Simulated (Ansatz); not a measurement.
# TiNi (P4/nmm) in Ansatz: equation of state

How stiff is TiNi in PBEsol, and what volume does it want? The cell is scaled to several volumes.

Program: Ansatz 0.2.0. These are calculated values, not measurements. Logs are shortened: lines on timing, memory, paths and dates and some standing lists are left out, and cuts for length are marked.

## Step 1: The crystal as given

The structure is tetragonal, space group P4/nmm (No. 129). The conventional cell has a = 3.822 Å, b = 3.822 Å, c = 3.636 Å, α = 90.00°, β = 90.00°, γ = 90.00°. Ni (site symmetry -4m2) has 8 Ti at 2.59 to 2.69 Å and 4 Ni at 2.70 Å as nearest neighbours. Ti (site symmetry 4mm) has 8 Ni at 2.59 to 2.69 Å and 4 Ti at 2.71 Å as nearest neighbours.

The cell comes from a database or a generator and needn't be the stable form of this composition.

## Step 2: Single point, PBEsol, collinear spin, ferromagnetic start, 12.48 Å³/atom (volume scaled by 0.94)

input.yaml

```yaml
crystal:
  lattice:
    - [3.7439252099, 0.0, 0.0]
    - [0.0, 3.7439252099, 0.0]
    - [0.0, 0.0, 3.5620199878]
  atoms:
    - { symbol: Ni, position: [0.0, 0.0, 0.0], spin: 1.0 }
    - { symbol: Ni, position: [0.5, 0.5, 0.0], spin: 1.0 }
    - { symbol: Ti, position: [0.5, 0.0, 0.519199], spin: 1.0 }
    - { symbol: Ti, position: [0.0, 0.5, 0.480801], spin: 1.0 }
hamiltonian:
  xc: pbesol
  pseudopotentials: { kind: paw }
magnetization:
  spin_polarized: true
kpoints:
  mp_grid: { grid: [7, 7, 7] }
scf:
  occupations: { method: fermi_dirac, width: 0.05 }
output:
  forces: true
  stress: true
  eigenvalues: true
```

Potentials or basis: Ansatz PAW.

On the command line:

```
$ ansatz run input.yaml --threads 2 --pin off --max-ram 5632MiB --backend cpu --events-out ev --progress --plain --runs-dir out
```

Standard output:

```text
Warning: RAYON_NUM_THREADS=2 ignored (pool sized by the plan → 2); use --threads N
Engine: ansatz 0.2.0, aarch64-unknown-linux-gnu
Pseudopotentials: kind: paw
Pseudopotential: Ni, paw, valence charge 18, recommended cutoff 420 eV (normal), Ni.paw.azcp
Pseudopotential: Ti, paw, valence charge 12, recommended cutoff 420 eV (normal), Ti.paw.azcp
Functional definition: PBEsol
  exchange = pbesol_x
  correlation = pbesol_c
Crystal: 4 atoms, lattice volume = 49.929 Å³
Basis set: ecut = 420 eV, 987 PW (Γ), exchange–correlation on 54×54×48 points (8 copies of the dense FFT grid, shifted against one another)
Bands: 39, of which v1, the nominal top of the filled ones, is band 30 counted from 1 (29 counted from 0)
Symmetry: 16 space group operations
Space group: P4/nmm (ITA 129), of the structure as read, at distance tolerance 3.7e-5 Å
Magnetic group: BNS 129.411 (UNI 1071), of the structure as read, at distance tolerance 3.7e-5 Å
k-points: 40 of 343
Non-local potential: Ni, projectors of the file, l = 0: 3, l = 1: 2, l = 2: 3, l = 3: 1
Non-local potential: Ti, projectors of the file, l = 0: 3, l = 1: 2, l = 2: 3, l = 3: 1
PAW form: soft (Blöchl's): semilocal exchange-correlation on the pseudo side does not see the compensation charge
PAW frozen core: Ni, regenerated for the run's functional, and the local potential with it (the file was generated under x = pbe(κ = 0.804, μ = 0.2195149727645171), c = pbe(β = 0.06672455060314922))
PAW frozen core: Ti, regenerated for the run's functional, and the local potential with it (the file was generated under x = pbe(κ = 0.804, μ = 0.2195149727645171), c = pbe(β = 0.06672455060314922))
PAW one-centre angular grid: Ni, 590 points (default); XC on 64 Gauss nodes
PAW one-centre angular grid: Ti, 590 points (default); XC on 64 Gauss nodes
Initial density: superposition of atomic densities (chi_scale 0.1, normalization cell)
Starting moments: Σ|m| = 4 μB on 4 of 4 sites
Initial wavefunctions: pseudopotential atomic-orbital guess
Functional: x = pbesol(κ = 0.804, μ = 0.12345679012345678), c = pbesol(β = 0.046)
SCF iter   1: F=—  HF=-16559.053747 eV  |F-HF|=—  |Δ(HF+E_count)|=         —  Δρ=1.28e-1 (↑1.28e-1 ↓4.86e-2)  dr2=3.49e0  dr2_m=3.11e0  M=0.707 μB ∫|m|=0.754 μB  β_m=0.30  ethr=3.10e-3  ⟨swp⟩=4.2  Hψ=9571  notcnv=0
Mixer restart at iter 1: flushing history
preconditioner: auto → Kerker (q_TF=auto, 2.813 Å⁻¹)  [metal: Δε(μ)=0.012 eV  Ē_g=5.333 eV  σ=0.050 eV  W_gap=0.06  n_scr=18 (ndim 8)  ℏωp=27.8 eV  f_vac=0.000  D(μ)=4.56/eV (n_scr^D=56)]
spin=Collinear: Kerker preconditioning applied to the charge; magnetization (m = ρ↑ − ρ↓) channel mixes plain (no charge-response kernel on spin).
SCF iter   2: F=—  HF=-16557.462666 eV  |F-HF|=—  |Δ(HF+E_count)|=    1.59e0  Δρ=6.85e-2 (↑6.61e-2 ↓6.85e-2)  dr2=1.41e0  dr2_m=1.78e0  M=0.603 μB ∫|m|=0.640 μB  β_m=0.48  ethr=3.10e-3  ⟨swp⟩=2.0  Hψ=5330  notcnv=0  defer=94
SCF iter   3: F=—  HF=-16558.311899 eV  |F-HF|=—  |Δ(HF+E_count)|=   8.49e-1  Δρ=3.98e-2 (↑3.98e-2 ↓3.90e-2)  dr2=2.88e-1  dr2_m=6.62e-1  M=0.447 μB ∫|m|=0.479 μB  β_m=0.74  ethr=2.35e-3  ⟨swp⟩=2.7  Hψ=4996  notcnv=0  defer=94
SCF iter   4: F=—  HF=-16559.149296 eV  |F-HF|=—  |Δ(HF+E_count)|=   8.37e-1  Δρ=1.93e-2 (↑1.12e-2 ↓1.93e-2)  dr2=3.61e-1  dr2_m=1.11e-2  M=0.158 μB ∫|m|=0.181 μB  β_m=0.80  ethr=4.80e-4  ⟨swp⟩=2.4  Hψ=5448  notcnv=0  defer=100
SCF iter   5: F=—  HF=-16559.112520 eV  |F-HF|=—  |Δ(HF+E_count)|=   3.68e-2  Δρ=3.45e-3 (↑3.22e-3 ↓3.45e-3)  dr2=1.16e-2  dr2_m=4.80e-4  M=0.089 μB ∫|m|=0.097 μB  β_m=0.90  ethr=4.80e-4  ⟨swp⟩=2.2  Hψ=4750  notcnv=0  defer=99
SCF iter   6: F=—  HF=-16559.123557 eV  |F-HF|=—  |Δ(HF+E_count)|=   1.10e-2  Δρ=4.98e-3 (↑4.98e-3 ↓4.59e-3)  dr2=3.04e-2  dr2_m=2.58e-4  M=0.068 μB ∫|m|=0.072 μB  β_m=0.90  ethr=1.94e-5  ⟨swp⟩=2.6  Hψ=5517  notcnv=0  defer=96
SCF iter   7: F=—  HF=-16559.121846 eV  |F-HF|=—  |Δ(HF+E_count)|=   1.71e-3  Δρ=6.43e-4 (↑5.45e-4 ↓6.43e-4)  dr2=1.67e-4  dr2_m=1.36e-4  M=0.043 μB ∫|m|=0.045 μB  β_m=0.95  ethr=1.94e-5  ⟨swp⟩=2.0  Hψ=4816  notcnv=0  defer=96
SCF iter   8: F=—  HF=-16559.121850 eV  |F-HF|=—  |Δ(HF+E_count)|=   3.91e-6  Δρ=3.87e-4 (↑3.87e-4 ↓1.84e-4)  dr2=6.66e-5  dr2_m=2.50e-5  M=0.021 μB ∫|m|=0.022 μB  β_m=0.98  ethr=2.78e-7  ⟨swp⟩=2.0  Hψ=4781  notcnv=0  defer=96
SCF iter   9: F=—  HF=-16559.121882 eV  |F-HF|=—  |Δ(HF+E_count)|=   3.23e-5  Δρ=2.18e-4 (↑2.18e-4 ↓1.80e-4)  dr2=1.03e-5  dr2_m=1.52e-5  M=0.014 μB ∫|m|=0.014 μB  β_m=0.99  ethr=1.11e-7  ⟨swp⟩=2.0  Hψ=4786  notcnv=0  defer=96
SCF iter  10: F=—  HF=-16559.121887 eV  |F-HF|=—  |Δ(HF+E_count)|=   4.69e-6  Δρ=5.97e-5 (↑2.35e-5 ↓5.97e-5)  dr2=2.71e-6  dr2_m=3.60e-7  M=0.002 μB ∫|m|=0.002 μB  β_m=0.99  ethr=1.72e-8  ⟨swp⟩=2.0  Hψ=4974  notcnv=0  defer=96
SCF iter  11: F=—  HF=-16559.121888 eV  |F-HF|=—  |Δ(HF+E_count)|=   1.11e-6  Δρ=1.90e-5 (↑7.50e-6 ↓1.90e-5)  dr2=2.81e-7  dr2_m=3.58e-8  M=0.001 μB ∫|m|=0.001 μB  β_m=1.00  ethr=4.52e-9  ⟨swp⟩=2.0  Hψ=4710  notcnv=0  defer=96
SCF iter  12: F=—  HF=-16559.121888 eV  |F-HF|=—  |Δ(HF+E_count)|=   1.02e-8  Δρ=1.99e-6 (↑1.81e-6 ↓1.99e-6)  dr2=3.19e-9  dr2_m=1.25e-10  M=0.000 μB ∫|m|=0.000 μB  β_m=0.98  ethr=4.69e-10  ⟨swp⟩=2.0  Hψ=4914  notcnv=0  defer=96
SCF iter  13: F=-16559.121888 eV  HF=-16559.121888 eV  |F-HF|=4.84e-8  |Δ(HF+E_count)|=   2.77e-9  Δρ=5.26e-6 (↑5.04e-6 ↓5.26e-6)  dr2=5.12e-8  dr2_m=6.62e-12  M=-0.000 μB ∫|m|=0.000 μB  ethr=5.32e-12  ⟨swp⟩=7.1  Hψ=10489  notcnv=0
SCF 1 converged in 13 iterations: F = -16559.121888 eV  dr2 = 5.12e-8
WARN: the starting moments were not kept: the SCF closed with an absolute magnetisation of 1.5e-5 μB, where they sum to 4 μB in size (4 sites). That is at most 0.1 of that sum. Measured as dr2_m measures the in/out step, that magnetisation stands 5.0e-11 eV from none, at or under the dr2_threshold of 1.0e-7 eV: it is no larger than a step whose dr2_m would equal this threshold. The system may hold no moment; this SCF shows only that its start led to no more than that. To try another start: raise the starting moments (crystal.atoms[].spin, magnetization.per_species, magnetization.initial_magnetization, or on a non-collinear deck that types none of these the spinor_matrix: blocks that start its atoms; where the total moment is fixed, keep their sum and leave initial_magnetization as it is; typed ones take the place of any that the run laid by itself, positive ones on a crystal's lanthanoids without a Hubbard term where scf.initial_density.shell_occupations: [] is typed) or, if the notice of its spin-set hold's release reads "site moments contracting" or "site moments show no strong build", lengthen the hold (scf.mixing.spin_hold: { on: { confirm: 4 } }; for m-r²SCAN on two components see the key's manual first). Each may lead to a state that holds a moment. A second SCF, from the converged charge density, with the starting moments and any scf.initial_density.shell_occupations laid on it anew, would have followed, and was not run: the deck does not ask for one (magnetization.retry_lost_moments is false, the default). To let it run, set magnetization.retry_lost_moments: true and run the deck again, where that key's refused combinations let it; where memory then withholds it, that run's warning says so.
SCF converged after 13 iterations
Magnetization: -0.0000 μB (30.0000 up, 30.0000 down)
Absolute magnetization: 0.0000 μB (∫|ρ↑−ρ↓|, with the PAW one-centre terms)
Spin contamination: 0.0000 ħ² per cell (⟨S²⟩ above its minimum at these occupations)
Per-site moments (μB) at R_I (Å): [(7.274113066137613e-7, 1.0465898717039686), (7.274113067717023e-7, 1.0465898717039686), (-5.255706461100123e-6, 1.0465898717039686), (-5.255706461251713e-6, 1.0465898717039686)]
Free energy (F): -16559.121888 eV
Harris-Foulkes:  -16559.121888 eV  (|F-HF|=4.84e-8)
Internal energy: -16559.085800 eV  (E = F + TS)
E sigma→0 (E₀):  -16559.103844 eV
Entropy (-TS):   -0.036088 eV (-9.022 meV/atom)
Fermi energy:    17.432562 eV
--- Per-component energies (eV) ---
  E_band       = -820.401771
  E_kinetic    = 1120.669021
  E_local      = -8899.346053  (includes V_loc(G=0)·N_el)
  E_nonlocal   = 1285.704692
  E_hartree    = 3761.821576
  E_xc         = -366.966304
  E_vxc        = -467.810191  (∫ρ·V_xc dr)
  E_paw        = -5232.093436  (= ΣΔE_a)
  E_vpaw       = -1383.244576  (= ΣTr[D̂ρ^β])
  E_aug_tail   = 0.001174  (compensation charges beyond the density's cutoff)
  E_ewald      = -8229.549816
  E_core_change = 0.673346  (= ΣΔE_core)
  E_smearing   = -0.036088  (= −TS)
  E_closure    = 0.000000  (closes the sum)
  Σ components = -16559.121888   (vs F -16559.121888, Δ=0.00e0)
--- Forces (eV/Å), atoms counted from 1 ---
  atom   1  Ni     0.00000000     0.00000000    -0.00000000
  atom   2  Ni     0.00000000     0.00000000    -0.00000000
  atom   3  Ti     0.00000000     0.00000000    -0.16756375
  atom   4  Ti     0.00000000     0.00000000     0.16756375
  max |Σ_I F_I| component: 2.78e-17 eV/Å
--- Stress (GPa, compression-positive) ---
        6.474099       0.000000       0.000000
        0.000000       6.474099       0.000000
        0.000000       0.000000       3.715328
  P = ⅓ Tr σ = 5.5545 GPa (55.545 kbar)
--- Band table (eV; the first three rows and the last of 80) ---
  k-point 0 ↑: bands = ["-85.7861", "-85.7764", "-46.3801", "-46.3686", "-46.3161", "-46.3161", "-46.2621", "-46.2621", "-38.9863", "-38.7481", "-15.6254", "-15.6254", "-15.3629", "-15.1698", "-14.9119", "-14.9119", "9.4979", "12.8658", "13.1594", "13.3167", "13.7257", "13.8213", "13.8213", "15.4592", "15.4592", "16.2175", "16.7344", "17.0381", "17.5791", "18.1075", "19.7700", "19.7700", "19.9121", "19.9303", "19.9303", "20.6685", "20.6685", "21.2038", "21.3990"]
  k-point 1 ↑: bands = ["-85.7861", "-85.7764", "-46.3807", "-46.3689", "-46.3161", "-46.3161", "-46.2621", "-46.2621", "-38.9848", "-38.7475", "-15.6255", "-15.6255", "-15.3773", "-15.1793", "-14.9118", "-14.9118", "9.7827", "13.0702", "13.2349", "13.4610", "13.8136", "13.9201", "13.9201", "15.5041", "15.5041", "16.2273", "16.7348", "16.9106", "17.3797", "17.7611", "18.2738", "18.2738", "19.8823", "20.4419", "20.4419", "20.8500", "21.1830", "21.6643", "21.6643"]
  k-point 2 ↑: bands = ["-85.7860", "-85.7763", "-46.3821", "-46.3695", "-46.3160", "-46.3160", "-46.2620", "-46.2620", "-38.9814", "-38.7462", "-15.6255", "-15.6255", "-15.4094", "-15.2006", "-14.9117", "-14.9117", "10.5832", "13.3493", "13.6432", "13.7989", "14.0410", "14.2101", "14.2101", "15.6131", "15.6131", "16.2486", "16.5953", "16.7293", "16.7356", "16.8014", "16.9699", "16.9699", "19.5787", "20.0018", "20.0018", "20.3701", "21.1358", "22.3125", "23.6175"]
  k-point 39 ↓: bands = ["-85.7814", "-85.7809", "-46.3761", "-46.3754", "-46.3218", "-46.3192", "-46.2601", "-46.2574", "-38.8670", "-38.8554", "-15.7409", "-15.7074", "-15.3184", "-15.3071", "-14.8739", "-14.8373", "12.7751", "12.8847", "13.5670", "13.6127", "15.2394", "15.2646", "15.2739", "15.3791", "15.4200", "15.4615", "16.3749", "17.0929", "17.2121", "17.2863", "17.6880", "17.7904", "17.9462", "18.3061", "19.9690", "20.3950", "20.7085", "20.7098", "20.9543"]
```

Wall time 9.9 s (2 threads of Arm Neoverse V1, shared host); peak memory 0.49 GiB.

What came out:

```
Free energy            : -16559.1219 eV
Pressure               : 5.6 GPa
Largest force          : 0.168 eV/Å
Band gap on the k mesh : none (metal or under the smearing width)
Net moment             : 0.00 μB per cell
Absolute moment        : 0.00 μB per cell
```

Caveat: the PAW data sets come from PBE, with cores solved anew for the run's functional, which leaves a small shift of forces and pressure; the starting moments weren't kept.

## Step 3: Single point, PBEsol, collinear spin, ferromagnetic start, 12.75 Å³/atom (volume scaled by 0.96)

Edit input.yaml of step 2 so:

```diff
@@ -2,5 +2,5 @@
   lattice:
-    - [3.7439252099, 0.0, 0.0]
-    - [0.0, 3.7439252099, 0.0]
-    - [0.0, 0.0, 3.5620199878]
+    - [3.7702917491, 0.0, 0.0]
+    - [0.0, 3.7702917491, 0.0]
+    - [0.0, 0.0, 3.5871054621]
   atoms:
@@ -23 +23,5 @@
   eigenvalues: true
+  write_density: true
+  write_potential: true
+  elf: true
+  volumetric_format: npy
```

Potentials or basis: Ansatz PAW.

On the command line:

```
$ ansatz run input.yaml --threads 2 --pin off --max-ram 5632MiB --backend cpu --events-out ev --progress --plain --runs-dir out
```

It took 12 s on 2 threads of Arm Neoverse V1, shared host; peak memory 0.5 GiB.

The run converged. Its results:

- Free energy: -16559.1453 eV
- Pressure: 1.6 GPa
- Largest force: 0.143 eV/Å
- Band gap on the k mesh: none (metal or under the smearing width)
- Net moment: 0.00 μB per cell
- Absolute moment: 0.00 μB per cell

Caveat: the PAW data sets come from PBE, with cores solved anew for the run's functional, which leaves a small shift of forces and pressure; the starting moments weren't kept.

## Step 4: Single point, PBEsol, collinear spin, ferromagnetic start, 13.01 Å³/atom (volume scaled by 0.98)

Edit input.yaml of step 3 so:

```diff
@@ -2,5 +2,5 @@
   lattice:
-    - [3.7702917491, 0.0, 0.0]
-    - [0.0, 3.7702917491, 0.0]
-    - [0.0, 0.0, 3.5871054621]
+    - [3.7962945828, 0.0, 0.0]
+    - [0.0, 3.7962945828, 0.0]
+    - [0.0, 0.0, 3.6118449022]
   atoms:
```

On the command line:

```
$ ansatz run input.yaml --threads 2 --pin off --max-ram 5632MiB --backend cpu --events-out ev --progress --plain --runs-dir out
```

Run time: 13 s. Hardware: 2 threads of Arm Neoverse V1, shared host; peak memory 0.5 GiB.

The run converged. Its results:

```yaml
Free_energy: -16559.1439 eV
Pressure: -2.0 GPa
Largest_force: 0.121 eV/Å
Band_gap_on_the_k_mesh: none (metal or under the smearing width)
Net_moment: 0.00 μB per cell
Absolute_moment: 0.00 μB per cell
```

Caveat: the PAW data sets come from PBE, with cores solved anew for the run's functional, which leaves a small shift of forces and pressure; the starting moments weren't kept.

## Step 5: Single point, PBEsol, collinear spin, ferromagnetic start, 13.28 Å³/atom

Edit input.yaml of step 4 so:

```diff
@@ -2,5 +2,5 @@
   lattice:
-    - [3.7962945828, 0.0, 0.0]
-    - [0.0, 3.7962945828, 0.0]
-    - [0.0, 0.0, 3.6118449022]
+    - [3.821946, 0.0, 0.0]
+    - [0.0, 3.821946, 0.0]
+    - [0.0, 0.0, 3.63625]
   atoms:
@@ -23,5 +23 @@
   eigenvalues: true
-  write_density: true
-  write_potential: true
-  elf: true
-  volumetric_format: npy
```

On the command line:

```
$ ansatz run input.yaml --threads 2 --pin off --max-ram 5632MiB --backend cpu --events-out ev --progress --plain --runs-dir out
```

It took 11 s on 2 threads of Arm Neoverse V1, shared host; peak memory 0.49 GiB.

It converged, with:

* Free energy: -16559.1202 eV
* Pressure: -5.1 GPa
* Largest force: 0.100 eV/Å
* Band gap on the k mesh: none (metal or under the smearing width)
* Net moment: 0.00 μB per cell
* Absolute moment: 0.00 μB per cell

Caveat: the PAW data sets come from PBE, with cores solved anew for the run's functional, which leaves a small shift of forces and pressure; the starting moments weren't kept.

## Step 6: Single point, PBEsol, collinear spin, ferromagnetic start, 13.54 Å³/atom (volume scaled by 1.02)

Edit input.yaml of step 5 so:

```diff
@@ -2,5 +2,5 @@
   lattice:
-    - [3.821946, 0.0, 0.0]
-    - [0.0, 3.821946, 0.0]
-    - [0.0, 0.0, 3.63625]
+    - [3.8472576383, 0.0, 0.0]
+    - [0.0, 3.8472576383, 0.0]
+    - [0.0, 0.0, 3.6603318276]
   atoms:
@@ -23 +23,5 @@
   eigenvalues: true
+  write_density: true
+  write_potential: true
+  elf: true
+  volumetric_format: npy
```

Potentials or basis: Ansatz PAW.

On the command line:

```
$ ansatz run input.yaml --threads 2 --pin off --max-ram 5632MiB --backend cpu --events-out ev --progress --plain --runs-dir out
```

It took 13 s on 2 threads of Arm Neoverse V1, shared host; peak memory 0.5 GiB.

Results (log left out):

| Item | Value |
| --- | --- |
| Free energy | -16559.0764 eV |
| Pressure | -8.0 GPa |
| Largest force | 0.080 eV/Å |
| Band gap on the k mesh | none (metal or under the smearing width) |
| Net moment | 0.00 μB per cell |
| Absolute moment | 0.00 μB per cell |

Caveat: the PAW data sets come from PBE, with cores solved anew for the run's functional, which leaves a small shift of forces and pressure; the starting moments weren't kept.

## Step 7: Single point, PBEsol, collinear spin, ferromagnetic start, 13.81 Å³/atom (volume scaled by 1.04)

Edit input.yaml of step 6 so:

```diff
@@ -2,5 +2,5 @@
   lattice:
-    - [3.8472576383, 0.0, 0.0]
-    - [0.0, 3.8472576383, 0.0]
-    - [0.0, 0.0, 3.6603318276]
+    - [3.8722405308, 0.0, 0.0]
+    - [0.0, 3.8722405308, 0.0]
+    - [0.0, 0.0, 3.6841008821]
   atoms:
```

On the command line:

```
$ ansatz run input.yaml --threads 2 --pin off --max-ram 5632MiB --backend cpu --events-out ev --progress --plain --runs-dir out
```

It took 13 s on 2 threads of Arm Neoverse V1, shared host; peak memory 0.5 GiB.

The run converged. Its results:

```
Free energy            : -16559.0146 eV
Pressure               : -10.6 GPa
Largest force          : 0.063 eV/Å
Band gap on the k mesh : none (metal or under the smearing width)
Net moment             : 0.00 μB per cell
Absolute moment        : 0.00 μB per cell
```

Caveat: the PAW data sets come from PBE, with cores solved anew for the run's functional, which leaves a small shift of forces and pressure; the starting moments weren't kept.

## Step 8: Single point, PBEsol, collinear spin, ferromagnetic start, 14.08 Å³/atom (volume scaled by 1.06)

Edit input.yaml of step 7 so:

```diff
@@ -2,5 +2,5 @@
   lattice:
-    - [3.8722405308, 0.0, 0.0]
-    - [0.0, 3.8722405308, 0.0]
-    - [0.0, 0.0, 3.6841008821]
+    - [3.8969051482, 0.0, 0.0]
+    - [0.0, 3.8969051482, 0.0]
+    - [0.0, 0.0, 3.7075671255]
   atoms:
@@ -23,5 +23 @@
   eigenvalues: true
-  write_density: true
-  write_potential: true
-  elf: true
-  volumetric_format: npy
```

On the command line:

```
$ ansatz run input.yaml --threads 2 --pin off --max-ram 5632MiB --backend cpu --events-out ev --progress --plain --runs-dir out
```

Wall time 11 s (2 threads of Arm Neoverse V1, shared host); peak memory 0.5 GiB.

It converged, with:

* Free energy: -16558.9367 eV
* Pressure: -12.9 GPa
* Largest force: 0.046 eV/Å
* Band gap on the k mesh: none (metal or under the smearing width)
* Net moment: 0.00 μB per cell
* Absolute moment: 0.00 μB per cell

Caveat: the PAW data sets come from PBE, with cores solved anew for the run's functional, which leaves a small shift of forces and pressure; the starting moments weren't kept.

## Step 9: Equation of state, PBEsol, collinear spin, ferromagnetic start

Potentials or basis: Ansatz PAW.

This step only gathers the single runs of the series.

What came out:

```
Equilibrium volume                        : 12.86 Å³/atom
Bulk modulus at fixed shape and positions : 173 GPa
Pressure derivative of the bulk modulus   : 4.3
```

Energy against volume, from the lowest point:
```tsv
volume (Å³/atom)	energy (meV/atom)
12.482	5.86
12.748	0.00
13.013	0.35
13.279	6.29
13.545	17.24
13.810	32.68
14.076	52.16
```

Caveat: the cell was scaled at fixed shape and fractional positions, which overstates the stiffness of a crystal with free parameters, most of all of layers and chains.
